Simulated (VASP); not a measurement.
# Mo (Im-3m) in VASP: notebook, part 2 of 2

VASP 6.6.1. Earlier steps stand in the parts before.

## 5. Single point, PBE (grid = ENCUT=280 dk=0.35 cell=3x3x3 ISMEAR=1 SIGMA=0.1 LREAL=Auto EDIFF=1e-06)

Input file INCAR:

```
SYSTEM = Mo
PREC = Accurate ; ENCUT = 280
EDIFF = 1E-6 ; ISMEAR = 1
SIGMA = 0.1 ; LREAL = Auto
LASPH = .TRUE. ; NELM = 120
ALGO = Fast ; ISIF = 2
LWAVE = .FALSE. ; LCHARG = .FALSE.
GGA = PE ; NBANDS = 215
```

Input file KPOINTS:

```
regular mesh
0
G
  3 3 3
  0 0 0
```

Input file POSCAR:

```
Mo
1.0
   -4.7514269157      4.7514269157      4.7514269157
    4.7514269157     -4.7514269157      4.7514269157
    4.7514269157      4.7514269157     -4.7514269157
Mo
27
Direct
    0.0000000000      0.0000000000      0.0000000000
    0.0000000000      0.0000000000      0.3333333333
    0.0000000000      0.0000000000      0.6666666667
    0.0000000000      0.3333333333      0.0000000000
    0.0000000000      0.3333333333      0.3333333333
    0.0000000000      0.3333333333      0.6666666667
    0.0000000000      0.6666666667      0.0000000000
    0.0000000000      0.6666666667      0.3333333333
    0.0000000000      0.6666666667      0.6666666667
    0.3333333333      0.0000000000      0.0000000000
    0.3333333333      0.0000000000      0.3333333333
    0.3333333333      0.0000000000      0.6666666667
    0.3333333333      0.3333333333      0.0000000000
    0.3333333333      0.3333333333      0.3333333333
    0.3333333333      0.3333333333      0.6666666667
    0.3333333333      0.6666666667      0.0000000000
    0.3333333333      0.6666666667      0.3333333333
    0.3333333333      0.6666666667      0.6666666667
    0.6666666667      0.0000000000      0.0000000000
    0.6666666667      0.0000000000      0.3333333333
    0.6666666667      0.0000000000      0.6666666667
    0.6666666667      0.3333333333      0.0000000000
    0.6666666667      0.3333333333      0.3333333333
    0.6666666667      0.3333333333      0.6666666667
    0.6666666667      0.6666666667      0.0000000000
    0.6666666667      0.6666666667      0.3333333333
    0.6666666667      0.6666666667      0.6666666667
```

Potentials or basis: VASP PAW PBE potentials, release 64 (Mo_sv).

The run is started by

```console
> cat potpaw_PBE.64/Mo_sv/POTCAR > POTCAR
> mpirun -np 1 vasp_std > vasp.out
```

OUTCAR:

```text
SYSTEM = Mo
   PREC = Accurate
   ENCUT = 280
   EDIFF = 1E-6
   ISMEAR = 1
   LREAL = Auto
   LASPH = .TRUE.
   NELM = 120
   ISIF = 2
   GGA = PE

 Found      4 irreducible k-points:

 Following reciprocal coordinates:
            Coordinates               Weight
  0.000000  0.000000  0.000000      1.000000
  0.333333  0.000000  0.000000     12.000000
  0.333333  0.333333  0.000000      8.000000
 -0.333333  0.333333  0.333333      6.000000
   k-points           NKPTS =      4   k-points in BZ     NKDIM =      4   number of bands    NBANDS=    215
   number of dos      NEDOS =    301   number of ions     NIONS =     27
   total plane-waves  NPLWV = 110592
   dimension x,y,z NGX =    48 NGY =   48 NGZ =   48
   dimension x,y,z NGXF=    96 NGYF=   96 NGZF=   96
   ions per type =              27
   NGX,Y,Z   is equivalent  to a cutoff of   9.70,  9.70,  9.70 a.u.
   NGXF,Y,Z  is equivalent  to a cutoff of  19.39, 19.39, 19.39 a.u.
 SYSTEM =  Mo
   PREC   = accura    normal or accurate (medium, high low for compatibility)
   ISTART =      0    job   : 0-new  1-cont  2-samecut
   ICHARG =      2    charge: 1-file 2-atom 10-const
   ISPIN  =      1    spin polarized calculation?
   LNONCOLLINEAR =      F non collinear calculations
   LSORBIT =      F    spin-orbit coupling
   LASPH  =      T    aspherical Exc in radial PAW
   ENCUT  =  280.0 eV  20.58 Ry    4.54 a.u.  11.23 11.23 11.23*2*pi/ulx,y,z
   NELM   =    120;   NELMIN=  2; NELMDL= -5     # of ELM steps
   EDIFF  = 0.1E-05   stopping-criterion for ELM
   LREAL  =      T    real-space projection
   EDIFFG = 0.1E-04   stopping-criterion for IOM
   NSW    =      0    number of steps for IOM
   IBRION =     -1    ionic relax: 0-MD 1-quasi-New 2-CG
   NFREE  =      0    steps in history (QN), initial steepest desc. (CG)
   ISIF   =      2    stress and relaxation
   ISYM   =      2    0-nonsym 1-usesym 2-fastsym
   POTIM  = 0.5000    time-step for ionic-motion
   TEBEG  =    0.0;   TEEND  =   0.0 temperature during run
   PSTRESS=    0.0 pullay stress
   NELECT =     378.0000    total number of electrons
   NUPDOWN=      -1.0000    fix difference up-down
   EMIN   =  10.00;   EMAX   =-10.00  energy-range for DOS
   EFERMI =   0.00;   METHOD = LEGACY
   ISMEAR =     1;   SIGMA  =   0.10  broadening in eV -4-tet -1-fermi 0-gaus
   EFERMI_NEDOS =   21; number of points for ismear=-14 and -15
   IALGO  =     68    algorithm
   IMIX   =      4    mixing-type and parameters
     AMIX     =   0.40;   BMIX     =  1.00
     AMIX_MAG =   1.60;   BMIX_MAG =  1.00
  volume/ion in A,a.u.               =      15.89       107.24
  Fermi-wavevector in a.u.,A,eV,Ry     =   1.569380  2.965698 33.510508  2.462953
  Thomas-Fermi vector in A             =   2.671271
   LORBIT       =      0    0 simple, 1 ext, 2 COOP (PROOUT), +10 PAW based schemes
   GGA     = PE    functional components
   LHFCALC =     F    Hartree Fock is set to
   AEXX    =    0.0000 exact exchange contribution
   IVDW    =     0    specifies the selected vdW correction
   LEPSILON=     F    determine dielectric tensor
   LRPA    =     F    only Hartree local field effects (RPA)
 non-spin polarized calculation
 RMM-DIIS sequential band-by-band and
 Methfessel and Paxton  Order N= 1 SIGMA  =   0.10
  energy-cutoff  :      280.00
  volume of cell :      429.07
 maximum number of plane-waves:      4585
 NGX is ok and might be reduce to    48
   NGX = 23   NGY = 23   NGZ = 23

 number of electron     378.0000017 magnetization

 Free energy of the ion-electron system (eV)
  ---------------------------------------------------
  ext. energy  EPLUGINS =         0.00000000
  ---------------------------------------------------
  free energy    TOTEN  =      -295.61510166 eV

  energy without entropy =     -295.57812033  energy(sigma->0) =     -295.60277455

 E-fermi :  12.2897     XC(G=0): -13.3009

 val. band max:       12.2894690024   @ k =   0.3333   0.0000   0.0000
 cond. band min:      12.5214895683   @ k =  -0.3333   0.3333   0.3333
 fundamental gap:      0.2320205659
 Fermi energy:        12.2897134770

 k-point     1 :       0.0000    0.0000    0.0000
  band No.  band energies     occupation
      1     -48.9131      2.00000
      2     -48.7272      2.00000
      3     -48.7272      2.00000
      4     -48.7272      2.00000
      5     -48.7272      2.00000
      6     -48.7272      2.00000
[... 193 lines left out ...]
    200      13.7647     -0.00000
    201      13.7648     -0.00000

 k-point     2 :       0.3333    0.0000    0.0000
  band No.  band energies     occupation
      1     -48.8835      2.00000
      2     -48.8111      2.00000
      3     -48.7549      2.00000
      4     -48.7549      2.00000
      5     -48.7549      2.00000
      6     -48.7549      2.00000
[... 193 lines left out ...]
    200      13.3517     -0.00000
    201      13.3948     -0.00000

 k-point     3 :       0.3333    0.3333    0.0000
  band No.  band energies     occupation
      1     -48.8330      2.00000
      2     -48.8330      2.00000
      3     -48.8330      2.00000
      4     -48.7747      2.00000
      5     -48.7130      2.00000
      6     -48.7130      2.00000
[... 193 lines left out ...]
    200      12.9426     -0.00000
    201      13.1998     -0.00000

 k-point     4 :      -0.3333    0.3333    0.3333
  band No.  band energies     occupation
      1     -48.8567      2.00000
      2     -48.7858      2.00000
      3     -48.7858      2.00000
      4     -48.7858      2.00000
      5     -48.7858      2.00000
      6     -48.7217      2.00000
[... 193 lines left out ...]
    200      12.7394     -0.00000
    201      12.7394     -0.00000
 [bands above 201 left out]

------------------------ aborting loop because EDIFF is reached ----------------------------------------

  FORCE on cell =-STRESS in cart. coord.  units (eV):
  Direction    XX          YY          ZZ          XY          YZ          ZX
  --------------------------------------------------------------------------------------
  -------------------------------------------------------------------------------------
  Total       -5.1470716     -5.1470716     -5.1470716      0.0000000     -0.0000000     -0.0000000
  in kB      -19.2193475    -19.2193475    -19.2193475      0.0000000     -0.0000000     -0.0000000
  external PRESSURE =     -19.2193475 kB  Pullay stress =       0.0000000 kB

 VOLUME and BASIS-vectors are now :
 -----------------------------------------------------------------------------
  energy-cutoff  :      280.00
  volume of cell :      429.07
      direct lattice vectors                 reciprocal lattice vectors
    -4.751426916  4.751426916  4.751426916     0.000000000  0.105231546  0.105231546
     4.751426916 -4.751426916  4.751426916     0.105231546  0.000000000  0.105231546
     4.751426916  4.751426916 -4.751426916     0.105231546  0.105231546  0.000000000

 POSITION                                       TOTAL-FORCE (eV/Angst)
 -----------------------------------------------------------------------------------
      0.00000      0.00000      0.00000        -0.000000      0.000000     -0.000000
      1.58381      1.58381     -1.58381         0.000000     -0.000000      0.000000
      3.16762      3.16762     -3.16762        -0.000000      0.000000     -0.000000
      1.58381     -1.58381      1.58381         0.000000      0.000000      0.000000
      3.16762      0.00000      0.00000        -0.000000      0.000000     -0.000000
      4.75143      1.58381     -1.58381         0.000000      0.000000     -0.000000
[... 19 lines left out ...]
      1.58381      1.58381      4.75143         0.000000     -0.000000      0.000000
      3.16762      3.16762      3.16762        -0.000000      0.000000     -0.000000
 -----------------------------------------------------------------------------------
    total drift:                                0.000000      0.000000     -0.000000

  FREE ENERGIE OF THE ION-ELECTRON SYSTEM (eV)
  ---------------------------------------------------
  free  energy   TOTEN  =      -295.6151016581 eV

  energy  without entropy=     -295.5781203339  energy(sigma->0) =     -295.60277455
```

It took 4.9 min on 1 thread of Intel Xeon 6975P-C (Granite Rapids), shared host; peak memory 0.38 GiB.

The run converged, but some of its settings lie outside the range that counts as converged, so its numbers aren't taken as properties of the crystal.

What came out:

| Item | Value |
| --- | --- |
| Free energy | -295.6151 eV |
| Band gap on the k mesh | none (metal or under the smearing width) |

Caveat: the cutoff is under 1.25 times the usual one of these potentials, so pressure, stress and relaxed cells hold a basis-set (Pulay) error.

## 6. Single point, PBE (grid = ENCUT=340 dk=0.35 cell=3x3x3 ISMEAR=1 SIGMA=0.1 LREAL=Auto EDIFF=1e-06)

Changes to INCAR since step 5:

```diff
@@ -1,3 +1,3 @@
 SYSTEM = Mo
-PREC = Accurate ; ENCUT = 280
+PREC = Accurate ; ENCUT = 340
 EDIFF = 1E-6 ; ISMEAR = 1
```

KPOINTS is that of step 5.

POSCAR is that of step 5.

Potentials or basis: VASP PAW PBE potentials, release 64 (Mo_sv).

The run is started by

```console
> cat potpaw_PBE.64/Mo_sv/POTCAR > POTCAR
> mpirun -np 1 vasp_std > vasp.out
```

OUTCAR:

```text
SYSTEM = Mo
   PREC = Accurate
   ENCUT = 340
   EDIFF = 1E-6
   ISMEAR = 1
   LREAL = Auto
   LASPH = .TRUE.
   NELM = 120
   ISIF = 2
   GGA = PE

 Found      4 irreducible k-points:

 Following reciprocal coordinates:
            Coordinates               Weight
  0.000000  0.000000  0.000000      1.000000
  0.333333  0.000000  0.000000     12.000000
  0.333333  0.333333  0.000000      8.000000
 -0.333333  0.333333  0.333333      6.000000
   k-points           NKPTS =      4   k-points in BZ     NKDIM =      4   number of bands    NBANDS=    215
   number of dos      NEDOS =    301   number of ions     NIONS =     27
[... 897 lines left out ...]
  Total       -8.4154100     -8.4154100     -8.4154100     -0.0000000      0.0000000     -0.0000000
  in kB      -31.4234389    -31.4234389    -31.4234389     -0.0000000      0.0000000     -0.0000000
  external PRESSURE =     -31.4234389 kB  Pullay stress =       0.0000000 kB

 VOLUME and BASIS-vectors are now :
 -----------------------------------------------------------------------------
  energy-cutoff  :      340.00
  volume of cell :      429.07
      direct lattice vectors                 reciprocal lattice vectors
    -4.751426916  4.751426916  4.751426916     0.000000000  0.105231546  0.105231546
     4.751426916 -4.751426916  4.751426916     0.105231546  0.000000000  0.105231546
     4.751426916  4.751426916 -4.751426916     0.105231546  0.105231546  0.000000000

 POSITION                                       TOTAL-FORCE (eV/Angst)
 -----------------------------------------------------------------------------------
      0.00000      0.00000      0.00000         0.000000     -0.000000     -0.000000
      1.58381      1.58381     -1.58381         0.000000     -0.000000     -0.000000
      3.16762      3.16762     -3.16762         0.000000      0.000000     -0.000000
      1.58381     -1.58381      1.58381         0.000000      0.000000      0.000000
      3.16762      0.00000      0.00000         0.000000      0.000000      0.000000
      4.75143      1.58381     -1.58381         0.000000      0.000000      0.000000
[... 19 lines left out ...]
      1.58381      1.58381      4.75143         0.000000     -0.000000      0.000000
      3.16762      3.16762      3.16762        -0.000000     -0.000000      0.000000
 -----------------------------------------------------------------------------------
    total drift:                                0.000000      0.000000      0.000000

  FREE ENERGIE OF THE ION-ELECTRON SYSTEM (eV)
  ---------------------------------------------------
  free  energy   TOTEN  =      -295.5362899393 eV

  energy  without entropy=     -295.4989603225  energy(sigma->0) =     -295.52384673
```

It took 6.7 min on 1 thread of Intel Xeon 6975P-C (Granite Rapids), shared host; peak memory 0.44 GiB.

The run converged, but some of its settings lie outside the range that counts as converged, so its numbers aren't taken as properties of the crystal.

What came out:

```
Free energy            : -295.5363 eV
Pressure               : -3.1 GPa
Band gap on the k mesh : none (metal or under the smearing width)
```

## 7. For comparison

An earlier run on the cell as given: functional PBE; potentials or basis VASP PAW PBE potentials, release 64 (Mo_sv); cutoff 520 eV; k mesh 12 × 12 × 12; occupations fermi-dirac, width 0.05 eV; no spin polarisation.

- Pressure: -1.4 GPa
- Band gap on the k mesh: none (metal or under the smearing width)
